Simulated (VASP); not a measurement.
# ZnO (zincite) (P6_3mc) in VASP: settings compared, part 2 of 2

VASP 6.6.1. The steps go on from the part before.

## Step 4: Relaxation of cell and atoms, PBEsol

INCAR reads:

```
SYSTEM = ZnO
  PREC = Accurate
  ENCUT = 600
  EDIFF = 1E-6
  ISMEAR = 0
  SIGMA = 0.03
  LREAL = .False.
  LASPH = .True.
  NELM = 80
  ALGO = Normal
  ISIF = 3
  LWAVE = .False.
  LCHARG = .False.
  GGA = PS
  IBRION = 2
  NSW = 90
  EDIFFG = -0.01
```

KPOINTS reads:

```
Automatic mesh
0
Gamma
  9 9 5
  0 0 0
```

POSCAR reads:

```
ZnO
1.0
    3.2493080000      0.0000000000      0.0000000000
   -1.6246540000      2.8139832727      0.0000000000
    0.0000000000      0.0000000000      5.2057090000
Zn O
2 2
Direct
    0.3333333333      0.6666666667      0.5000000000
    0.6666666667      0.3333333333      0.0000000000
    0.6666666667      0.3333333333      0.3790100000
    0.3333333333      0.6666666667      0.8790100000
```

Potentials or basis: VASP PAW PBE potentials, release 64 (Zn, O).

Command:

```console
> cat potpaw_PBE.64/Zn/POTCAR potpaw_PBE.64/O/POTCAR > POTCAR
> mpirun -np 1 vasp_std > vasp.out
```

OUTCAR:

```text
SYSTEM = ZnO
   PREC = Accurate
   ENCUT = 600
   EDIFF = 1E-6
   ISMEAR = 0
   LREAL = .False.
   LASPH = .True.
   NELM = 80
   ISIF = 3
   GGA = PS
   IBRION = 2
   NSW = 90
   EDIFFG = -0.01

 ion  position               nearest neighbor table
   1  0.333  0.667  0.500-   4 1.97   3 1.98   3 1.98   3 1.98
   2  0.667  0.333  0.000-   3 1.97   4 1.98   4 1.98   4 1.98
   3  0.667  0.333  0.379-   2 1.97   1 1.98   1 1.98   1 1.98
   4  0.333  0.667  0.879-   1 1.97   2 1.98   2 1.98   2 1.98

  LATTYP: Found a hexagonal cell.
 ALAT       =     3.2493080000
 C/A-ratio  =     1.6020977390

  Lattice vectors:

 A1 = (   3.2493080000,   0.0000000000,   0.0000000000)
 A2 = (  -1.6246540000,   2.8139832727,   0.0000000000)
 A3 = (   0.0000000000,   0.0000000000,   5.2057090000)
[... 455 lines left out ...]
  ext. energy  EPLUGINS =         0.00000000
  ---------------------------------------------------
  free energy    TOTEN  =       -19.41561871 eV

  energy without entropy =      -19.41561871  energy(sigma->0) =      -19.41561871

 E-fermi :   1.3023     XC(G=0): -11.2129

 val. band max:        1.0976256208   @ k =   0.0000   0.0000   0.0000
 cond. band min:       1.7816062702   @ k =   0.0000   0.0000   0.0000
 fundamental gap:      0.6839806494
 Fermi energy:         1.3023089351

 k-point     1 :       0.0000    0.0000    0.0000
  band No.  band energies     occupation
      1     -16.9893      2.00000
      2     -16.2414      2.00000
      3      -4.6687      2.00000
      4      -4.6444      2.00000
      5      -4.6444      2.00000
      6      -4.6002      2.00000
[... 589 lines left out ...]
     21       8.7970      0.00000
     22       9.0948      0.00000

 [... further k-points ...]

------------------------ aborting loop because EDIFF is reached ----------------------------------------

  FORCE on cell =-STRESS in cart. coord.  units (eV):
  Direction    XX          YY          ZZ          XY          YZ          ZX
  --------------------------------------------------------------------------------------
  -------------------------------------------------------------------------------------
  Total        0.0071272      0.0071272      0.0225791      0.0000000     -0.0000000      0.0000000
  in kB        0.2411194      0.2411194      0.7638693      0.0000000     -0.0000000      0.0000000
  external PRESSURE =       0.4153693 kB  Pullay stress =       0.0000000 kB
[... 19 lines left out ...]
  FREE ENERGIE OF THE ION-ELECTRON SYSTEM (eV)
  ---------------------------------------------------
  free  energy   TOTEN  =       -19.4156187129 eV

  energy  without entropy=      -19.4156187129  energy(sigma->0) =      -19.41561871

 reached required accuracy - stopping structural energy minimisation
```

Wall time 90 s (1 thread of Intel Xeon 6975P-C (Granite Rapids), shared host); peak memory 0.2 GiB.

Results:

| Item | Value |
| --- | --- |
| Free energy | -19.4156 eV |
| Relaxed volume | 11.84 Å³/atom |
| Relaxed cell | a = 3.236 Å, b = 3.236 Å, c = 5.222 Å, α = 90.00°, β = 90.00°, γ = 120.00° |
| Space group after relaxing (to 0.05 Å) | P6_3mc (No. 186) |
| Energy gained by relaxing | 0.4 meV/atom |
| Ionic steps | 8 |
| Pressure after relaxing | 0.0 GPa |
| Band gap on the k mesh | 0.68 eV, direct |

Step by step:
```csv
step,energy change (eV),largest force (eV/Å),pressure (GPa),volume (Å³)
1,0.0000,0.0651,-0.66,47.60
2,-0.0014,0.0326,0.43,47.26
3,-0.0016,0.0060,0.06,47.35
4,-0.0016,0.0081,0.18,47.34
5,-0.0017,0.0182,-0.09,47.40
6,-0.0017,0.0143,-0.05,47.38
7,-0.0017,0.0104,0.00,47.37
8,-0.0017,0.0004,0.04,47.36
```

Final structure:
```
Zn O
1.0
     3.23614    0.00000    0.00000
    -1.61807    2.80258    0.00000
     0.00000    0.00000    5.22172
Zn O
2 2
Direct
  0.33333 0.66667 0.49998
  0.66667 0.33333 0.99998
  0.66667 0.33333 0.37903
  0.33333 0.66667 0.87903
```

Levels at points of the mesh, in eV from the valence-band top:
| k point | band 14 | band 15 | band 16 | band 17 | band 18 | band 19 | band 20 | band 21 | band 22 |
| --- | --- | --- | --- | --- | --- | --- | --- | --- | --- |
| (0.00, 0.00, 0.00) | -0.81 | -0.81 | -0.09 | 0.00 | 0.00 | 0.68 | 5.14 | 8.09 | 12.80 |

Caveat: the PAW data sets were made with another functional, which shifts forces and pressure a little.

## Step 5: Relaxation of cell and atoms, PBEsol

This run uses another cell than the first one, of 11.84 Å³/atom, 0.995 times its volume.

INCAR, as its differences from that of step 4:

```diff
@@ -3,3 +3,3 @@
   ENCUT = 600
-  EDIFF = 1E-6
+  EDIFF = 1E-7
   ISMEAR = 0
@@ -16,2 +16,2 @@
   NSW = 90
-  EDIFFG = -0.01
+  EDIFFG = -0.005
```

KPOINTS is that of step 4.

POSCAR reads:

```
ZnO                                     
1.0
    3.2361380807      0.0000000000      0.0000000000
   -1.6180690403      2.8025777880      0.0000000000
    0.0000000000     -0.0000000000      5.2217173826
  Zn              O             
     2     2
Direct
     0.3333333332999970    0.6666666667000030    0.4999792802737426
     0.6666666667000030    0.3333333332999970    0.9999792802737425
     0.6666666667000030    0.3333333332999970    0.3790307197262584
     0.3333333332999970    0.6666666667000030    0.8790307197262585
```

Potentials or basis: VASP PAW PBE potentials, release 64 (Zn, O).

Command:

```console
> cat potpaw_PBE.64/Zn/POTCAR potpaw_PBE.64/O/POTCAR > POTCAR
> mpirun -np 1 vasp_std > vasp.out
```

OUTCAR:

```text
SYSTEM = ZnO
   PREC = Accurate
   ENCUT = 600
   EDIFF = 1E-7
   ISMEAR = 0
   LREAL = .False.
   LASPH = .True.
   NELM = 80
   ISIF = 3
   GGA = PS
   IBRION = 2
   NSW = 90
   EDIFFG = -0.005

 ion  position               nearest neighbor table
   1  0.333  0.667  0.500-   3 1.97   3 1.97   3 1.97   4 1.98
   2  0.667  0.333  1.000-   4 1.97   4 1.97   4 1.97   3 1.98
   3  0.667  0.333  0.379-   1 1.97   1 1.97   1 1.97   2 1.98
   4  0.333  0.667  0.879-   2 1.97   2 1.97   2 1.97   1 1.98

  LATTYP: Found a hexagonal cell.
[... 854 lines left out ...]
  --------------------------------------------------------------------------------------
  -------------------------------------------------------------------------------------
  Total       -0.0180025     -0.0180025     -0.0142867     -0.0000000     -0.0000000      0.0000000
  in kB       -0.6085533     -0.6085533     -0.4829474     -0.0000000     -0.0000000      0.0000000
  external PRESSURE =      -0.5666847 kB  Pullay stress =       0.0000000 kB

 VOLUME and BASIS-vectors are now :
 -----------------------------------------------------------------------------
  energy-cutoff  :      600.00
  volume of cell :       47.40
      direct lattice vectors                 reciprocal lattice vectors
     3.236760811  0.000000000  0.000000000     0.308950849  0.178372856  0.000000000
    -1.618380405  2.803117088  0.000000000    -0.000000000  0.356745712  0.000000000
     0.000000000  0.000000000  5.223862642     0.000000000  0.000000000  0.191429229

 POSITION                                       TOTAL-FORCE (eV/Angst)
 -----------------------------------------------------------------------------------
     -0.00000      1.86874      2.61185        -0.000000      0.000000      0.002121
      1.61838      0.93437      5.22378         0.000000     -0.000000      0.002121
      1.61838      0.93437      1.97998        -0.000000      0.000000     -0.002121
     -0.00000      1.86874      4.59191         0.000000     -0.000000     -0.002121
 -----------------------------------------------------------------------------------
    total drift:                                0.000000      0.000000     -0.000394

  FREE ENERGIE OF THE ION-ELECTRON SYSTEM (eV)
  ---------------------------------------------------
  free  energy   TOTEN  =       -19.4151612084 eV

  energy  without entropy=      -19.4151612084  energy(sigma->0) =      -19.41516121

 reached required accuracy - stopping structural energy minimisation
```

CONTCAR:

```text
ZnO
   1.00000000000000
     3.2367608105065466    0.0000000000000111    0.0000000000000000
    -1.6183804052032540    2.8031170878321343    0.0000000000000000
     0.0000000000000000    0.0000000000000000    5.2238626418625120
  Zn              O
     2     2
Direct
     0.3333333332999970    0.6666666667000030    0.4999835655487185
     0.6666666667000030    0.3333333332999970    0.9999835655487185
     0.6666666667000030    0.3333333332999970    0.3790264344512824
     0.3333333332999970    0.6666666667000030    0.8790264344512825

  0.00000000E+00  0.00000000E+00  0.00000000E+00
  0.00000000E+00  0.00000000E+00  0.00000000E+00
  0.00000000E+00  0.00000000E+00  0.00000000E+00
  0.00000000E+00  0.00000000E+00  0.00000000E+00
```

Run time: 38 s. Hardware: 1 thread of Intel Xeon 6975P-C (Granite Rapids), shared host; peak memory 0.19 GiB.

Results:

| Quantity | Value |
| --- | --- |
| Free energy | -19.4152 eV |
| Relaxed volume | 11.85 Å³/atom |
| Relaxed cell | a = 3.237 Å, b = 3.237 Å, c = 5.224 Å, α = 90.00°, β = 90.00°, γ = 120.00° |
| Space group after relaxing (to 0.05 Å) | P6_3mc (No. 186) |
| Energy gained by relaxing | 0.0 meV/atom |
| Ionic steps | 2 |
| Pressure after relaxing | -0.1 GPa |
| Band gap on the k mesh | 0.68 eV, direct |

Forces in eV/Å, atoms in the order of the input:
```
Zn   0.000  0.000  0.002
Zn   0.000  0.000  0.002
O    0.000  0.000 -0.002
O    0.000  0.000 -0.002
```

Final structure:
```yaml
crystal:
  lattice:
    - [3.23676, 0.00000, 0.00000]
    - [-1.61838, 2.80312, 0.00000]
    - [0.00000, 0.00000, 5.22386]
  atoms:
    - { symbol: Zn, position: [0.33333, 0.66667, 0.49998] }
    - { symbol: Zn, position: [0.66667, 0.33333, 0.99998] }
    - { symbol: O, position: [0.66667, 0.33333, 0.37903] }
    - { symbol: O, position: [0.33333, 0.66667, 0.87903] }
```

Caveat: the PAW data sets were made with another functional, which shifts forces and pressure a little.
